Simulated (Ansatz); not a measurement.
**Mg: strain energy, fitted**

Mg, I4/mmm, a = 3.671 Å, c = 3.410 Å. This isn't the element's structure at ambient conditions. Ansatz: PBE, PAW, 420 eV, Γ-centred 12×12×12 mesh on 2 atoms, Gaussian smearing 0.10 eV; no spin polarisation. Series: shear of c along a, cell held, atoms fixed by symmetry; x is the strain in per cent (engineering shear). y is the free energy over the unstrained cell, V0 = 22.978 Å³/atom. Symmetry makes y even in x.

| x (%) | y (meV/atom) |
| --- | --- |
| 0.0 | 0.00 |
| 1.0 | 0.17 |
| 2.0 | 0.73 |
| 3.0 | 1.71 |
| 4.0 | 3.12 |
| 6.0 | ? |

Question: Fit y = c2 x² + c4 x⁴ to the other rows, turn c2 into a modulus, and predict the missing energy.

Answer: Least squares on the rows shown. y = 0.1811 x² + 0.0008807 x⁴. In eV per unit strain² c2 is 1.811; this is the shear stiffness (E = ½ C V0 γ²): 2 × 1.811 × 160.2 / (22.978) = 25 GPa. With a term in x⁶ added, the coefficient of x² becomes 0.1725, 5 % less, which shows how far this figure hangs on the form. At x = 6.0 the fit asked for gives 7.66 meV/atom. The run gave 7.30 meV/atom, so the fit is 0.36 meV/atom too high, 4.9 % of the span of the series, against an rms of 0.009 meV/atom on the fitted rows. The row lies outside the fitted range. With a term in x⁶ added, a fit to the same known rows predicts 6.00 meV/atom, which misses by about as much or more on the other side: the known rows don't fix the higher terms.